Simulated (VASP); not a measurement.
# CH₂F₂: training a force field on the fly

CH₂F₂, molecule in box, 5 atoms in the cell. PBE, machine-learned force field trained on the fly; PAW potentials F, C, H (PBE set).

## Input

INCAR.step1:
```
SYSTEM = H2CF2
PREC     = Normal         ! precision mode
ENCUT    = 400            ! plane-wave cutoff, eV
EDIFF    = 1E-5           ! SCF threshold, eV
LREAL    = .False.        ! projectors in reciprocal space
ALGO     = Fast           ! electronic algorithm
NELMIN   = 4            
NELM     = 100            ! most SCF steps
ISYM     = 0            
ISMEAR   = 0              ! smearing method
SIGMA    = 0.05           ! smearing width, eV
LWAVE    = .False.        ! write WAVECAR
LCHARG   = .False.        ! write CHGCAR
IBRION   = 0              ! ionic algorithm
ISIF     = 2              ! what is computed and relaxed
TEBEG    = 300          
POTIM    = 0.7            ! step
RANDOM_SEED= 352491 0 0   
MDALGO   = 1            
ANDERSEN_PROB= 0.1          
NSW      = 160            ! ionic steps
ML_LMLFF = .True.       
ML_MODE  = train        
ML_CTIFOR= 1E-6         
ML_WTSIF = 1E-10        
ML_NMDINT= 1            
ML_ICRITERIA= 0             
```

INCAR.step2, as INCAR.step1 but for:
```
- TEBEG = 300
- RANDOM_SEED = 352491 0 0
- MDALGO = 1
- ANDERSEN_PROB = 0.1
- NSW = 160
- ML_CTIFOR = 1E-6
- ML_NMDINT = 1
- ML_ICRITERIA = 0
+ TEBEG = 180
+ RANDOM_SEED = 249274 0 0
+ MDALGO = 3
+ LANGEVIN_GAMMA = 10 10 10
+ NSW = 2000
+ TEEND = 375
+ ML_CTIFOR = 0.02
+ ML_NMDINT = 2
```

INCAR.step3:
```
SYSTEM = H2CF2
PREC     = Normal         ! precision mode
ENCUT    = 400            ! plane-wave cutoff, eV
EDIFF    = 1E-5           ! SCF threshold, eV
LREAL    = .False.        ! projectors in reciprocal space
ALGO     = Fast           ! electronic algorithm
NELMIN   = 4            
NELM     = 100            ! most SCF steps
ISYM     = 0            
ISMEAR   = 0              ! smearing method
SIGMA    = 0.05           ! smearing width, eV
LWAVE    = .False.        ! write WAVECAR
LCHARG   = .False.        ! write CHGCAR
ML_LMLFF = .True.       
ML_MODE  = refit        
ML_WTSIF = 1E-10         
```

INCAR.step4:
```
SYSTEM = H2CF2
PREC     = Normal         ! precision mode
ENCUT    = 400            ! plane-wave cutoff, eV
ISYM     = 0            
ISMEAR   = 0              ! smearing method
SIGMA    = 0.05           ! smearing width, eV
LWAVE    = .False.        ! write WAVECAR
LCHARG   = .False.        ! write CHGCAR
ML_LMLFF = .True.       
ML_MODE  = run          
NWRITE   = 2            
IBRION   = -1             ! ionic algorithm
NSW      = 0              ! ionic steps
```

INCAR.step5:
```
SYSTEM = H2CF2
PREC     = Normal         ! precision mode
ENCUT    = 400            ! plane-wave cutoff, eV
EDIFF    = 1E-5           ! SCF threshold, eV
LREAL    = .False.        ! projectors in reciprocal space
ALGO     = Fast           ! electronic algorithm
NELMIN   = 4            
NELM     = 100            ! most SCF steps
ISYM     = 0            
ISMEAR   = 0              ! smearing method
SIGMA    = 0.05           ! smearing width, eV
LWAVE    = .False.        ! write WAVECAR
LCHARG   = .False.        ! write CHGCAR
```

INCAR.step6:
```
SYSTEM = H2CF2
PREC     = Normal         ! precision mode
ENCUT    = 400            ! plane-wave cutoff, eV
ISYM     = 0            
ISMEAR   = 0              ! smearing method
SIGMA    = 0.05           ! smearing width, eV
LWAVE    = .False.        ! write WAVECAR
LCHARG   = .False.        ! write CHGCAR
ML_LMLFF = .True.       
ML_MODE  = run          
NWRITE   = 0            
IBRION   = 2              ! ionic algorithm
NSW      = 300            ! ionic steps
EDIFFG   = -2E-4          ! ionic threshold
ISIF     = 2              ! what is computed and relaxed
```

KPOINTS:
```
k-points
0
Gamma
  1 1 1
```

POSCAR.step1:
```
H2CF2
1.0
    8.5000000000      0.0000000000      0.0000000000
    0.0000000000      8.0000000000      0.0000000000
    0.0000000000      0.0000000000      7.5000000000
F C H
2 1 2
Direct
    0.3727176400      0.5281937600      0.5929666600
    0.6272823600      0.4818937500      0.5949533300
    0.5001764600      0.5021812400      0.4888866700
    0.4822000000      0.3876812500      0.4119266700
    0.5184353000      0.6123187500      0.4050466700
```

Commands (each step's output is kept before the next begins):
```
cat potpaw_PBE.64/F/POTCAR potpaw_PBE.64/C/POTCAR potpaw_PBE.64/H/POTCAR > POTCAR
cp INCAR.step1 INCAR
cp POSCAR.step1 POSCAR
mpirun -np 4 vasp_gam > vasp.out
cp ML_ABN ../ML_AB
cp CONTCAR POSCAR
cp ../ML_AB ML_AB
cp INCAR.step2 INCAR
mpirun -np 4 vasp_gam > vasp.out
cp ML_ABN ../ML_AB
cp CONTCAR POSCAR
cp ../ML_AB ML_AB
cp INCAR.step3 INCAR
mpirun -np 4 vasp_gam > vasp.out
cp ML_FFN ../ML_FF
cp ../ML_FF ML_FF
rm ML_AB
cp INCAR.step4 INCAR
mpirun -np 4 vasp_gam > vasp.out
cp INCAR.step5 INCAR
mpirun -np 4 vasp_gam > vasp.out
cp INCAR.step6 INCAR
mpirun -np 4 vasp_gam > vasp.out
cp CONTCAR ../POSCAR.min
cp CONTCAR POSCAR
cp INCAR.step5 INCAR
mpirun -np 4 vasp_gam > vasp.out
cp INCAR.step4 INCAR
mpirun -np 4 vasp_gam > vasp.out
```

## Result

- Force error of the fit (eV/Å): 0.004
- Energy error of the fit (eV/atom): 0.0000

The training runs are MD at 180 to 375 K, 1.5 ps in all.

Between the relaxed minimum and a frame of the training run, the force field gives 0.100 eV and DFT 0.095 eV.

ML_LOGFILE.step1:
```
# STATUS This line describes the overall status of each step.
# STATUS
# STATUS nstep ..... MD time step or input structure counter
# STATUS state ..... One-word description of step action
# STATUS             - "accurate"  (1) : Errors are low, force field is used
# STATUS             - "threshold" (2) : Errors exceeded threshold, structure is sampled from ab initio
# STATUS             - "learning"  (3) : Stored configurations are used for training force field
# STATUS             - "critical"  (4) : Errors are high, ab initio sampling and learning is enforced
# STATUS             - "predict"   (5) : Force field is used in prediction mode only, no error checking
# STATUS             - "predfast"  (6) : Prediction mode only, no error checking, no error estimates
# STATUS             - "interval"  (7) : Errors exceeded threshold, but too close to last sampling (ML_NMDINT)
# STATUS is ........ Integer representation of above one-word description (integer in parenthesis)
# STATUS doabin .... Perform ab initio calculation (T/F)
# STATUS iff ....... Force field available (T/F, False after startup hints to possible convergence problems)
[... 34 lines left out ...]
BEEF                  157   3.05989958E-06   2.39080268E-03   1.16108560E-03   1.00000000E-06   1.59368555E-01   7.05599880E-02
BEEF                  158   2.82767241E-06   2.27795764E-03   1.09724066E-03   1.00000000E-06   1.56453461E-01   6.91878525E-02
BEEF                  159   2.83674335E-06   2.35336541E-03   1.13336967E-03   1.00000000E-06   1.58443853E-01   6.99627940E-02
BEEF                  160   2.81543735E-06   2.36981918E-03   1.13083119E-03   1.00000000E-06   1.56579753E-01   6.91036549E-02
ERR                   157   6.98819827E-05   8.62725427E-03   5.35709949E+00
ERR                   158   6.66812502E-05   8.49828996E-03   5.31569208E+00
ERR                   159   6.88208498E-05   8.57455676E-03   5.32739782E+00
ERR                   160   6.55019366E-05   8.50695081E-03   5.30362787E+00
```

ML_LOGFILE.step2:
```
# STATUS This line describes the overall status of each step.
# STATUS
# STATUS nstep ..... MD time step or input structure counter
# STATUS state ..... One-word description of step action
# STATUS             - "accurate"  (1) : Errors are low, force field is used
# STATUS             - "threshold" (2) : Errors exceeded threshold, structure is sampled from ab initio
# STATUS             - "learning"  (3) : Stored configurations are used for training force field
# STATUS             - "critical"  (4) : Errors are high, ab initio sampling and learning is enforced
# STATUS             - "predict"   (5) : Force field is used in prediction mode only, no error checking
# STATUS             - "predfast"  (6) : Prediction mode only, no error checking, no error estimates
# STATUS             - "interval"  (7) : Errors exceeded threshold, but too close to last sampling (ML_NMDINT)
# STATUS is ........ Integer representation of above one-word description (integer in parenthesis)
# STATUS doabin .... Perform ab initio calculation (T/F)
# STATUS iff ....... Force field available (T/F, False after startup hints to possible convergence problems)
[... 28 lines left out ...]
STATUS               1999  accurate  1      F      T      1999      1999
STATUS               2000  accurate  1      F      T      2000      2000
SPRSC                   0       160       160 F         54        54 C         35        35 H         62        61
BEEF                 1997   1.27431091E-05   3.72221586E-03   1.95978735E-03   2.00000000E-02   1.14206866E-01   5.77665152E-02
BEEF                 1998   1.30021194E-05   4.49386786E-03   2.25824940E-03   2.00000000E-02   1.13598096E-01   5.75689625E-02
BEEF                 1999   1.27576202E-05   4.43453984E-03   2.21499116E-03   2.00000000E-02   1.12778381E-01   5.72275002E-02
BEEF                 2000   1.22951794E-05   3.64818130E-03   1.90441449E-03   2.00000000E-02   1.11909717E-01   5.68494639E-02
ERR                     0   6.57000156E-05   8.49224740E-03   5.30611445E+00
```

ML_LOGFILE.step3:
```
# STATUS This line describes the overall status of each step.
# STATUS
# STATUS nstep ..... MD time step or input structure counter
# STATUS state ..... One-word description of step action
# STATUS             - "accurate"  (1) : Errors are low, force field is used
# STATUS             - "threshold" (2) : Errors exceeded threshold, structure is sampled from ab initio
# STATUS             - "learning"  (3) : Stored configurations are used for training force field
# STATUS             - "critical"  (4) : Errors are high, ab initio sampling and learning is enforced
# STATUS             - "predict"   (5) : Force field is used in prediction mode only, no error checking
# STATUS             - "predfast"  (6) : Prediction mode only, no error checking, no error estimates
# STATUS             - "interval"  (7) : Errors exceeded threshold, but too close to last sampling (ML_NMDINT)
# STATUS is ........ Integer representation of above one-word description (integer in parenthesis)
# STATUS doabin .... Perform ab initio calculation (T/F)
# STATUS iff ....... Force field available (T/F, False after startup hints to possible convergence problems)
[... 20 lines left out ...]
# BEEF bee_ave_stress ... Bayesian error estimate of stresses (average) (kB)
# BEEF              nstep       bee_energy    bee_max_force    bee_ave_force        threshold   bee_max_stress   bee_ave_stress
# BEEF                  2                3                4                5                6                7                8
# SPRSC This line shows the results of sparsification regarding the number
# SPRSC of reference structures and local reference configurations.
# SPRSC
STATUS                  0  learning  3      T      F         0         0
STATUS                  1  accurate  1      F      T         1         1
SPRSC                   0       160       160 F         54        54 C         35        35 H         61        61
ERR                     0   2.89612335E-05   3.72251903E-03   5.68314721E+00
```

Limits: the nuclei move classically.

VASP 6.6.1 took 259 s on 4 cores (Intel Xeon Platinum 8488C (Sapphire Rapids)), a shared host.
